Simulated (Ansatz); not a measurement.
**Platinum, bcc under PBEsol: ground state and equation of state, part 1 of 2**

The plan for platinum in the bcc structure: relax it, solve it on a dense k-mesh, then scale the cell to 7 volumes from 88 to 112 % of the relaxed one and try a fit of the equation of state. Spin polarisation is left out. The k-meshes are 14×14×14 for the relaxation; 23×23×23 for the dense run; 16×16×16 for the volumes.

This is Pt in the bcc structure; at room conditions it is fcc.

Computed with Ansatz 0.2.0 (DFT PBEsol, plane waves (420 eV) with PAW, scalar-relativistic; PBE-made PAW files, unless a step says otherwise).

**1. Starting point**

It takes space group Im-3m (No. 229, cubic). The conventional cell has a = 3.114 Å, b = 3.114 Å, c = 3.114 Å, α = 90.00°, β = 90.00°, γ = 90.00°. Around Pt (site symmetry m-3m) lie 8 Pt at 2.70 Å.

Structure file:

```cif
data_structure
_symmetry_space_group_name_H-M 'P 1'
_symmetry_Int_Tables_number 1
_cell_length_a 2.6966
_cell_length_b 2.6966
_cell_length_c 2.6966
_cell_angle_alpha 109.471
_cell_angle_beta 109.471
_cell_angle_gamma 109.471
_cell_volume 15.09
loop_
_atom_site_label
_atom_site_type_symbol
_atom_site_fract_x
_atom_site_fract_y
_atom_site_fract_z
_atom_site_occupancy
Pt1 Pt 0.00000 0.00000 0.00000 1
```

**2. Relaxation of the cell**

Contents of input.yaml:

```yaml
crystal:
  lattice:
    - [-1.5568832667, 1.5568832667, 1.5568832667]
    - [1.5568832667, -1.5568832667, 1.5568832667]
    - [1.5568832667, 1.5568832667, -1.5568832667]
  atoms:
    - { symbol: Pt, position: [0.0, 0.0, 0.0] }
hamiltonian:
  xc: pbesol
  pseudopotentials:
    kind: paw
    azcp:
      Pt: "pseudopotentials/Pt.paw.azcp"
basis:
  ecutwfc: 420
  fft_grid_basis: typed
kpoints:
  mp_grid: { grid: [14, 14, 14], shift: [0, 0, 0] }
magnetization:
  spin_polarized: false
scf:
  occupations: { method: fermi_dirac, width: 0.1 }
relax:
  max_steps: 60
  f_tol: 0.01
  cell: {}
output:
  write_density: true
  write_potential: true
  elf: true
  volumetric_format: npy
```

What it wrote:

```text
Warning: <dir> the record states the generating functional pbe (its physics header spells it `PBE`), which answers neither for hamiltonian.xc's functional nor for the pbesol family's — results may be inconsistent (PPs are generated against a specific XC)
Warning: RAYON_NUM_THREADS=2 ignored (pool sized by the plan → 2); use --threads N
Engine: ansatz 0.2.0, aarch64-unknown-linux-gnu
Pseudopotentials: kind: paw
Pseudopotential: Pt, paw, valence charge 18, recommended cutoff 420 eV (normal), <dir>
Functional definition: PBEsol
  exchange = pbesol_x
  correlation = pbesol_c
Crystal: 1 atoms, lattice volume = 15.095 Å³
Basis set: ecut = 420 eV, 321 PW (Γ), exchange–correlation on 40×40×40 points (8 copies of the dense FFT grid, shifted against one another)
Bands: 13, of which v1, the nominal top of the filled ones, is band 9 counted from 1 (8 counted from 0)
Symmetry: 48 space group operations
Space group: Im-3m (ITA 229), of the structure as read, at distance tolerance 2.5e-5 Å
k-points: 104 of 2744
Non-local potential: Pt, projectors of the file, l = 0: 3, l = 1: 2, l = 2: 2, l = 3: 1
PAW form: soft (Blöchl's): semilocal exchange-correlation on the pseudo side does not see the compensation charge
PAW frozen core: Pt, regenerated for the run's functional, and the local potential with it (the file was generated under x = pbe(κ = 0.804, μ = 0.2195149727645171), c = pbe(β = 0.06672455060314922))
PAW one-centre angular grid: Pt, 590 points (default); XC on 64 Gauss nodes
Initial density: superposition of atomic densities (neutral atoms: chi_scale 0, normalization atom), corrected by the library's trained network
Initial wavefunctions: pseudopotential atomic-orbital guess
Functional: x = pbesol(κ = 0.804, μ = 0.12345679012345678), c = pbesol(β = 0.046)
SCF iter   1: F=—  HF=-12383.719527 eV  |F-HF|=—  |Δ(HF+E_count)|=         —  Δρ=5.51e-3  dr2=2.70e-3  ethr=1.77e-3  ⟨swp⟩=5.0  Hψ=7513  notcnv=0
preconditioner: auto → none  [metal: Δε(μ)=0.021 eV  Ē_g=14.163 eV  σ=0.100 eV  W_gap=0.05  n_scr=0 (ndim 8)  ℏωp=30.2 eV  f_vac=0.000  D(μ)=1.18/eV (n_scr^D=12)]
SCF iter   2: F=—  HF=-12383.718946 eV  |F-HF|=—  |Δ(HF+E_count)|=   5.81e-4  Δρ=2.20e-3  dr2=1.79e-4  ethr=1.50e-5  ⟨swp⟩=2.5  Hψ=2850  notcnv=0
SCF iter   3: F=—  HF=-12383.718982 eV  |F-HF|=—  |Δ(HF+E_count)|=   3.59e-5  Δρ=1.11e-3  dr2=3.68e-5  ethr=9.92e-7  ⟨swp⟩=2.7  Hψ=2372  notcnv=0
SCF iter   4: F=—  HF=-12383.719009 eV  |F-HF|=—  |Δ(HF+E_count)|=   2.72e-5  Δρ=3.20e-4  dr2=2.99e-6  ethr=2.04e-7  ⟨swp⟩=1.0  Hψ=1352  notcnv=0
iter 5 did not close the SCF: its close was put off for the readings that it lacked (scf_convergence_deferred on its scf_iter line)
SCF iter   5: F=-12383.719012 eV  HF=-12383.719012 eV  |F-HF|=5.16e-8  |Δ(HF+E_count)|=   2.47e-6  Δρ=4.74e-5  dr2=6.58e-8  ethr=1.66e-8  ⟨swp⟩=1.8  Hψ=2023  notcnv=0
SCF iter   6: F=-12383.719012 eV  HF=-12383.719012 eV  |F-HF|=2.78e-10  |Δ(HF+E_count)|=   5.55e-8  Δρ=3.58e-6  dr2=3.78e-10  ethr=3.66e-10  ⟨swp⟩=4.2  Hψ=6648  notcnv=0
SCF 1 converged in 6 iterations: F = -12383.719012 eV  dr2 = 3.78e-10
relax step   1: F+E_penalty+E_count = -12383.71901189 eV  Δ(F+E_penalty+E_count) = +0.000e0 eV  max|allowed force component| = 0.000e0 eV/Å  Δτ_max = 0.0000 Å  P = +2.437 GPa  Ω = 15.095 Å³  (6 SCF iters, dr2 threshold 1.00e-7 eV, accepted)
Crystal: 1 atoms, lattice volume = 15.451 Å³
Initial density: handed on by an earlier stage of this run
Initial wavefunctions: those handed on with the density
iter 1 solved again at ethr=1.25e-6 eV; its pass at ethr=3.10e-3 eV (dr2=2.25e-4 eV) is discarded
SCF iter   1: F=—  HF=-12383.717179 eV  |F-HF|=—  |Δ(HF+E_count)|=         —  Δρ=1.73e-3  dr2=2.66e-4  ethr=1.25e-6  ⟨swp⟩=1.3  Hψ=8957  notcnv=0
preconditioner: auto → none  [metal: Δε(μ)=0.019 eV  Ē_g=13.924 eV  σ=0.100 eV  W_gap=0.05  n_scr=0 (ndim 8)  ℏωp=29.9 eV  f_vac=0.000  D(μ)=1.21/eV (n_scr^D=12)]
SCF iter   2: F=—  HF=-12383.717129 eV  |F-HF|=—  |Δ(HF+E_count)|=   4.96e-5  Δρ=8.05e-4  dr2=3.22e-5  ethr=1.25e-6  ⟨swp⟩=2.1  Hψ=1814  notcnv=0
SCF iter   3: F=—  HF=-12383.717125 eV  |F-HF|=—  |Δ(HF+E_count)|=   3.99e-6  Δρ=2.96e-4  dr2=4.85e-6  ethr=1.79e-7  ⟨swp⟩=2.0  Hψ=2292  notcnv=0
SCF iter   4: F=-12383.717126 eV  HF=-12383.717126 eV  |F-HF|=8.97e-9  |Δ(HF+E_count)|=   2.79e-7  Δρ=1.92e-5  dr2=1.38e-8  ethr=5.56e-10  ⟨swp⟩=5.8  Hψ=7484  notcnv=0
SCF 2 converged in 4 iterations: F = -12383.717126 eV  dr2 = 1.38e-8
relax step   2: F+E_penalty+E_count = -12383.71712565 eV  Δ(F+E_penalty+E_count) = +1.886e-3 eV  max|allowed force component| = 0.000e0 eV/Å  Δτ_max = 0.0000 Å  P = -3.856 GPa  Ω = 15.451 Å³  energy of the carried Pulay correction = -1.396e-4 eV  (4 SCF iters, dr2 threshold 1.00e-7 eV, rejected (line search))
Crystal: 1 atoms, lattice volume = 15.231 Å³
iter 1 solved again at ethr=5.25e-7 eV; its pass at ethr=3.10e-3 eV (dr2=9.46e-5 eV) is discarded
SCF iter   1: F=—  HF=-12383.719969 eV  |F-HF|=—  |Δ(HF+E_count)|=         —  Δρ=1.07e-3  dr2=1.02e-4  ethr=5.25e-7  ⟨swp⟩=2.0  Hψ=8928  notcnv=0
preconditioner: auto → none  [metal: Δε(μ)=0.021 eV  Ē_g=14.076 eV  σ=0.100 eV  W_gap=0.05  n_scr=0 (ndim 8)  ℏωp=30.1 eV  f_vac=0.000  D(μ)=1.19/eV (n_scr^D=12)]
SCF iter   2: F=—  HF=-12383.719949 eV  |F-HF|=—  |Δ(HF+E_count)|=   1.99e-5  Δρ=4.95e-4  dr2=1.21e-5  ethr=5.25e-7  ⟨swp⟩=2.0  Hψ=1834  notcnv=0
SCF iter   3: F=—  HF=-12383.719946 eV  |F-HF|=—  |Δ(HF+E_count)|=   2.67e-6  Δρ=1.87e-4  dr2=1.86e-6  ethr=6.73e-8  ⟨swp⟩=2.1  Hψ=2299  notcnv=0
SCF iter   4: F=—  HF=-12383.719949 eV  |F-HF|=—  |Δ(HF+E_count)|=   3.17e-6  Δρ=1.09e-5  dr2=4.54e-9  ethr=1.03e-8  ⟨swp⟩=1.3  Hψ=1449  notcnv=0
SCF iter   5: F=—  HF=-12383.719949 eV  |F-HF|=—  |Δ(HF+E_count)|=   5.05e-9  Δρ=1.27e-6  dr2=8.47e-11  ethr=2.52e-11  ⟨swp⟩=2.1  Hψ=2217  notcnv=0
SCF iter   6: F=-12383.719949 eV  HF=-12383.719949 eV  |F-HF|=3.64e-12  |Δ(HF+E_count)|=  2.18e-11  Δρ=1.76e-7  dr2=1.04e-12  ethr=1.00e-12  ⟨swp⟩=5.0  Hψ=5167  notcnv=0
SCF 3 converged in 6 iterations: F = -12383.719949 eV  dr2 = 1.04e-12
relax step   3: F+E_penalty+E_count = -12383.71994917 eV  Δ(F+E_penalty+E_count) = -9.373e-4 eV  max|allowed force component| = 0.000e0 eV/Å  Δτ_max = 0.0000 Å  P = -0.076 GPa  Ω = 15.231 Å³  energy of the carried Pulay correction = -5.367e-5 eV  (6 SCF iters, accepted)
Crystal: 1 atoms, lattice volume = 15.227 Å³
iter 1 solved again at ethr=1.59e-10 eV; its pass at ethr=3.10e-3 eV (dr2=2.86e-8 eV) is discarded
SCF iter   1: F=—  HF=-12383.719952 eV  |F-HF|=—  |Δ(HF+E_count)|=         —  Δρ=2.00e-5  dr2=3.47e-8  ethr=1.59e-10  ⟨swp⟩=2.0  Hψ=8569  notcnv=0
preconditioner: auto → none  [metal: Δε(μ)=0.020 eV  Ē_g=14.081 eV  σ=0.100 eV  W_gap=0.05  n_scr=0 (ndim 8)  ℏωp=30.1 eV  f_vac=0.000  D(μ)=1.19/eV (n_scr^D=12)]
SCF iter   2: F=-12383.719952 eV  HF=-12383.719952 eV  |F-HF|=7.40e-10  |Δ(HF+E_count)|=   2.66e-8  Δρ=9.38e-6  dr2=4.29e-9  ethr=7.92e-11  ⟨swp⟩=4.5  Hψ=6571  notcnv=0
SCF 4 converged in 2 iterations: F = -12383.719952 eV  dr2 = 4.29e-9
relax step   4: F+E_penalty+E_count = -12383.71995178 eV  Δ(F+E_penalty+E_count) = -2.608e-6 eV  max|allowed force component| = 0.000e0 eV/Å  Δτ_max = 0.0000 Å  P = -0.001 GPa  Ω = 15.227 Å³  energy of the carried Pulay correction = -5.205e-5 eV  (2 SCF iters, dr2 threshold 1.43e-8 eV, accepted)
Initial wavefunctions: pseudopotential atomic-orbital guess (no wavefunctions were taken with the density)
iter 1 solved again at ethr=1.65e-8 eV; its pass at ethr=3.10e-3 eV (dr2=2.98e-6 eV) is discarded
SCF iter   1: F=—  HF=-12383.720006 eV  |F-HF|=—  |Δ(HF+E_count)|=         —  Δρ=2.10e-5  dr2=8.79e-9  ethr=1.65e-8  ⟨swp⟩=2.8  Hψ=10782  notcnv=0
SCF iter   2: F=—  HF=-12383.720002 eV  |F-HF|=—  |Δ(HF+E_count)|=   4.07e-6  Δρ=1.02e-5  dr2=2.08e-9  ethr=4.88e-11  ⟨swp⟩=2.1  Hψ=2017  notcnv=0
SCF iter   3: F=—  HF=-12383.720002 eV  |F-HF|=—  |Δ(HF+E_count)|=   1.87e-9  Δρ=3.64e-7  dr2=1.38e-11  ethr=1.16e-11  ⟨swp⟩=2.0  Hψ=1576  notcnv=0
SCF iter   4: F=-12383.720002 eV  HF=-12383.720002 eV  |F-HF|=7.28e-12  |Δ(HF+E_count)|=  1.82e-12  Δρ=2.17e-7  dr2=6.26e-12  ethr=1.00e-12  ⟨swp⟩=5.0  Hψ=5172  notcnv=0
SCF 5 converged in 4 iterations: F = -12383.720002 eV  dr2 = 6.26e-12
relax step   5: F+E_penalty+E_count = -12383.72000206 eV  Δ(F+E_penalty+E_count) = -5.028e-5 eV  max|allowed force component| = 0.000e0 eV/Å  Δτ_max = 0.0000 Å  P = -0.005 GPa  Ω = 15.227 Å³  stress off target by 5.48e-3 GPa  SCF on the basis re-selected at this cell (its energy is not comparable with the rows above)  (4 SCF iters)
basis re-selected at this cell: Δ(F+E_penalty+E_count) = -5.028e-5 eV, ΔP = -0.004 GPa vs the last step (what re-selecting the basis moved, of the pressure what is left beyond the Pulay correction that the steps carried, after the strain that the cell walked since its last selection, with what the two solves' SCF thresholds leave and, on support functions, any second-order correction that the steps lacked; it is no measure of the basis error at this ecutwfc). This SCF's stress stands 5.48e-3 GPa from its target on what of the cell is left free (relax.cell.stress_tol is 5.00e-2 GPa) and its largest allowed force component is 0.00e0 eV/Å (relax.f_tol is 1.00e-2 eV/Å): within both
SCF converged after 4 iterations
Free energy (F): -12383.720002 eV
Harris-Foulkes:  -12383.720002 eV  (|F-HF|=7.28e-12)
Internal energy: -12383.681623 eV  (E = F + TS)
E sigma→0 (E₀):  -12383.700812 eV
Entropy (-TS):   -0.038379 eV (-38.379 meV/atom)
Fermi energy:    22.673987 eV
--- Per-component energies (eV) ---
  E_band       = -135.528365
  E_kinetic    = 638.296378
  E_local      = -1476.886053  (includes V_loc(G=0)·N_el)
  E_nonlocal   = 203.252310
  E_hartree    = 546.736092
  E_xc         = -260.359509
  E_vxc        = -302.432721  (∫ρ·V_xc dr)
  E_paw        = -9316.484385  (= ΣΔE_a)
  E_vpaw       = -291.230522  (= ΣTr[D̂ρ^β])
  E_aug_tail   = 0.000175  (compensation charges beyond the density's cutoff)
  E_ewald      = -2718.523613
  E_core_change = 0.286981  (= ΣΔE_core)
  E_smearing   = -0.038379  (= −TS)
  E_closure    = 0.000000  (closes the sum)
  Σ components = -12383.720002   (vs F -12383.720002, Δ=0.00e0)
--- Forces (eV/Å), atoms counted from 1 ---
  atom   1  Pt     0.00000000     0.00000000     0.00000000
  max |Σ_I F_I| component: 3.29e-32 eV/Å
--- Stress (GPa, compression-positive) ---
       -0.005483      -0.000000      -0.000000
       -0.000000      -0.005483       0.000000
       -0.000000       0.000000      -0.005483
  P = ⅓ Tr σ = -0.0055 GPa (-0.055 kbar)
--- Band table (eV; the first three rows and the last of 104) ---
  k-point 0: bands = ["-75.5282", "-29.4835", "-29.4835", "-29.4835", "12.7478", "19.0069", "19.0069", "19.0069", "21.6604", "21.6604", "39.7069", "39.7069", "39.7069"]
  k-point 1: bands = ["-75.5265", "-29.5074", "-29.4918", "-29.4833", "12.9637", "18.9200", "19.0057", "19.1830", "21.5474", "21.6664", "39.8098", "39.9018", "40.0245"]
  k-point 2: bands = ["-75.5216", "-29.5741", "-29.5150", "-29.4829", "13.5786", "18.6845", "18.9841", "19.6984", "21.3183", "21.6892", "39.8813", "40.0273", "40.9409"]
  k-point 103: bands = ["-75.4645", "-29.8343", "-29.8343", "-29.8343", "16.2362", "16.2362", "23.2873", "23.2873", "23.2873", "30.4042", "30.4042", "30.4042", "35.9871"]
--- Relaxed structure (4 steps of the walk, 3 accepted, 1 SCFs on fresh bases) ---
  F+E_penalty+E_count = -12383.72000206 eV   max|allowed force component| = 0.000e0 eV/Å   (the final SCF, on the basis selected at the relaxed cell)
  cell:  # Å, volume = 15.2265 Å³
    - [-1.561398021514154, 1.561398021514154, 1.561398021514154]
    - [1.561398021514154, -1.561398021514154, 1.561398021514154]
    - [1.561398021514154, 1.561398021514154, -1.561398021514154]
  atoms:
    - { symbol: Pt, position: [0.0, 0.0, 0.0] }
```

Wall time 2.4 s (2 threads of Arm Neoverse V2, shared host); peak memory 0.29 GiB.

The steps of the relaxation:

| step | energy change (meV/atom) | largest force (eV/Å) | pressure (GPa) | volume (Å³/atom) | accepted |
| --- | --- | --- | --- | --- | --- |
| 1 | 0.00 | 0.0000 | 2.44 | 15.095 | yes |
| 2 | 1.89 | 0.0000 | -3.86 | 15.451 | no |
| 3 | -0.94 | 0.0000 | -0.08 | 15.231 | yes |
| 4 | -0.94 | 0.0000 | 0.00 | 15.227 | yes |
| 5 | -0.99 | 0.0000 | -0.01 | 15.227 | yes |

Steps that repeat a cell are solved on a basis chosen anew, so their changes of energy are no gain of the relaxation.

The cell of the run, before and after:

|  | before | after | change |
| --- | --- | --- | --- |
| a (Å) | 2.697 | 2.704 | +0.3 % |
| b (Å) | 2.697 | 2.704 | +0.3 % |
| c (Å) | 2.697 | 2.704 | +0.3 % |
| volume (Å³/atom) | 15.095 | 15.227 | +0.9 % |
| shortest distance (Å) | 2.697 | 2.704 | +0.3 % |
| space group (spins left aside) | Im-3m | Im-3m | same |

**3. Single point on a dense mesh**

Contents of input.yaml:

```yaml
crystal:
  lattice:
    - [-1.5613980215, 1.5613980215, 1.5613980215]
    - [1.5613980215, -1.5613980215, 1.5613980215]
    - [1.5613980215, 1.5613980215, -1.5613980215]
  atoms:
    - { symbol: Pt, position: [0.0, 0.0, 0.0] }
hamiltonian:
  xc: pbesol
  pseudopotentials:
    kind: paw
    azcp:
      Pt: "pseudopotentials/Pt.paw.azcp"
basis:
  ecutwfc: 420
  fft_grid_basis: typed
kpoints:
  mp_grid: { grid: [23, 23, 23], shift: [0, 0, 0] }
magnetization:
  spin_polarized: false
scf:
  occupations: { method: fermi_dirac, width: 0.1 }
output:
  write_density: true
  write_potential: true
  elf: true
  volumetric_format: npy
```

What it wrote, shortened:

```text
Warning: <dir> the record states the generating functional pbe (its physics header spells it `PBE`), which answers neither for hamiltonian.xc's functional nor for the pbesol family's — results may be inconsistent (PPs are generated against a specific XC)
Warning: RAYON_NUM_THREADS=2 ignored (pool sized by the plan → 2); use --threads N
[...]
Pseudopotentials: kind: paw
Pseudopotential: Pt, paw, valence charge 18, recommended cutoff 420 eV (normal), <dir>
Functional definition: PBEsol
[...]
Crystal: 1 atoms, lattice volume = 15.227 Å³
Basis set: ecut = 420 eV, 321 PW (Γ)
Bands: 13, of which v1, the nominal top of the filled ones, is band 9 counted from 1 (8 counted from 0)
Symmetry: 48 space group operations
Space group: Im-3m (ITA 229), of the structure as read, at distance tolerance 2.5e-5 Å
k-points: 364 of 12167
[...]
SCF iter   1: F=—  HF=-12383.726060 eV  |F-HF|=—  |Δ(HF+E_count)|=         —  Δρ=5.22e-3  dr2=2.65e-3  ethr=1.77e-3  ⟨swp⟩=5.0  Hψ=26180  notcnv=0
[...]
SCF iter   6: F=-12383.725422 eV  HF=-12383.725422 eV  |F-HF|=7.82e-11  |Δ(HF+E_count)|=   2.77e-8  Δρ=2.20e-6  dr2=1.75e-10  ethr=1.77e-10  ⟨swp⟩=1.0  Hψ=12609  notcnv=0
[...]
SCF converged after 6 iterations
Free energy (F): -12383.725422 eV
[...]
E sigma→0 (E₀):  -12383.710562 eV
Entropy (-TS):   -0.029719 eV (-29.719 meV/atom)
Fermi energy:    22.719312 eV
[...]
--- Band table (eV; the first three rows and the last of 364) ---
  k-point 0: bands = ["-75.5296", "-29.4846", "-29.4846", "-29.4846", "12.7478", "19.0051", "19.0051", "19.0051", "21.6615", "21.6615", "39.7069", "39.7069", "39.7069"]
[...]
```

Wall time 1.8 s (2 threads of Arm Neoverse V2, shared host); peak memory 0.33 GiB.

The maps below are laid out on this run's own conventional cell (a, b, c = 3.123, 3.123, 3.123 Å).

Density in a lattice plane of the grid's cell (edges 3.12 and 3.12 Å, at 0.000 of the third edge), which holds Pt.

Ten even steps from '0' (0.21 e/Å³) to '9' (11.98 e/Å³):
```
998653100000000000135689
876542100000000000124567
655421000000000000012455
433211000000000000001233
111100000000000000000111
000000000000000000000000
000000000000000000000000
000000000000000000000000
000000000000000000000000
000000000000000000000000
000000000000000000000000
000000000000000000000000
000000000000000000000000
000000000000000000000000
111100000000000000000111
433210000000000000011233
655421000000000000012455
876542100000000000124567
998653100000000000135689
998753110000000001135789
```
Columns run along the first of these edges and rows up along the second, over one cell in 24 and 20 even steps from the bottom left corner. Atoms in the plane (fractional): Pt at (0.00, 0.00).

ELF in the same plane.

Ten even steps from ' ' (0.18) to '@' (0.69):
```
@@@@@@@@@@%%**==--..          ..--==**%%@@@@@@@@
@@@@@@@@%%##++--::..          ..::--++##%%@@@@@@
@@@@%%%%**++--::....          ....::--++**%%%%@@
@@%%##**++--::....              ....::--++**##%%
####**==--::....                  ....::--==**##
====--::::....                      ....::::--==
::::::......                          ......::::
......                                      ....
                                                
                                                
                                                
......                                      ....
::::::......                          ......::::
====--::::....                      ....::::--==
####**==--::....                  ....::--==**##
@@%%##**++--::....              ....::--++**##%%
@@@@%%%%**++--::....          ....::--++**%%%%@@
@@@@@@@@%%##++--::..          ..::--++##%%@@@@@@
@@@@@@@@@@%%**==--..          ..--==**%%@@@@@@@@
@@@@@@@@@@%%##++--..          ..--++##%%@@@@@@@@
```
Columns run along the first of these edges and rows up along the second, over one cell in 24 and 20 even steps from the bottom left corner. Atoms in the plane (fractional): Pt at (0.00, 0.00).

Both are smooth fields of the valence electrons: close to the nuclei they are not physical.

**4. Volume × 0.88**

Contents of input.yaml:

```yaml
crystal:
  lattice:
    - [-1.496262697, 1.496262697, 1.496262697]
    - [1.496262697, -1.496262697, 1.496262697]
    - [1.496262697, 1.496262697, -1.496262697]
  atoms:
    - { symbol: Pt, position: [0.0, 0.0, 0.0] }
hamiltonian:
  xc: pbesol
  pseudopotentials:
    kind: paw
    azcp:
      Pt: "pseudopotentials/Pt.paw.azcp"
basis:
  ecutwfc: 420
  fft_grid_basis: typed
kpoints:
  mp_grid: { grid: [16, 16, 16], shift: [0, 0, 0] }
magnetization:
  spin_polarized: false
scf:
  occupations: { method: fermi_dirac, width: 0.1 }
  lower_state_search: "off"
output:
  stress: true
  write_density: true
  write_potential: true
  elf: true
  volumetric_format: npy
```

What it wrote, shortened:

```text
Warning: <dir> the record states the generating functional pbe (its physics header spells it `PBE`), which answers neither for hamiltonian.xc's functional nor for the pbesol family's — results may be inconsistent (PPs are generated against a specific XC)
Warning: RAYON_NUM_THREADS=2 ignored (pool sized by the plan → 2); use --threads N
[...]
Pseudopotentials: kind: paw
Pseudopotential: Pt, paw, valence charge 18, recommended cutoff 420 eV (normal), <dir>
Functional definition: PBEsol
[...]
Crystal: 1 atoms, lattice volume = 13.399 Å³
Basis set: ecut = 420 eV, 249 PW (Γ)
Bands: 13, of which v1, the nominal top of the filled ones, is band 9 counted from 1 (8 counted from 0)
Symmetry: 48 space group operations
Space group: Im-3m (ITA 229), of the structure as read, at distance tolerance 2.4e-5 Å
k-points: 145 of 4096
[...]
SCF iter   1: F=—  HF=-12383.473176 eV  |F-HF|=—  |Δ(HF+E_count)|=         —  Δρ=5.67e-3  dr2=2.30e-3  ethr=1.77e-3  ⟨swp⟩=5.0  Hψ=10516  notcnv=0
[...]
SCF iter   6: F=-12383.472204 eV  HF=-12383.472204 eV  |F-HF|=1.24e-10  |Δ(HF+E_count)|=   3.78e-9  Δρ=1.52e-6  dr2=2.11e-10  ethr=5.67e-11  ⟨swp⟩=4.3  Hψ=9076  notcnv=0
[...]
SCF converged after 6 iterations
Free energy (F): -12383.472204 eV
[...]
E sigma→0 (E₀):  -12383.456156 eV
Entropy (-TS):   -0.032096 eV (-32.096 meV/atom)
Fermi energy:    26.864807 eV
[...]
--- Stress (GPa, compression-positive) ---
       49.295635       0.000000       0.000000
        0.000000      49.295635      -0.000000
        0.000000      -0.000000      49.295635
  P = ⅓ Tr σ = 49.2956 GPa (492.956 kbar)
--- Band table (eV; the first three rows and the last of 145) ---
  k-point 0: bands = ["-71.8233", "-25.6851", "-25.6851", "-25.6851", "15.4547", "22.3309", "22.3309", "22.3309", "25.5221", "25.5221", "43.6892", "43.6892", "43.6892"]
[...]
```

It took 0.93 s on 2 threads of Arm Neoverse V2, shared host; peak memory 0.28 GiB.

(Continued in part 2 of 2.)
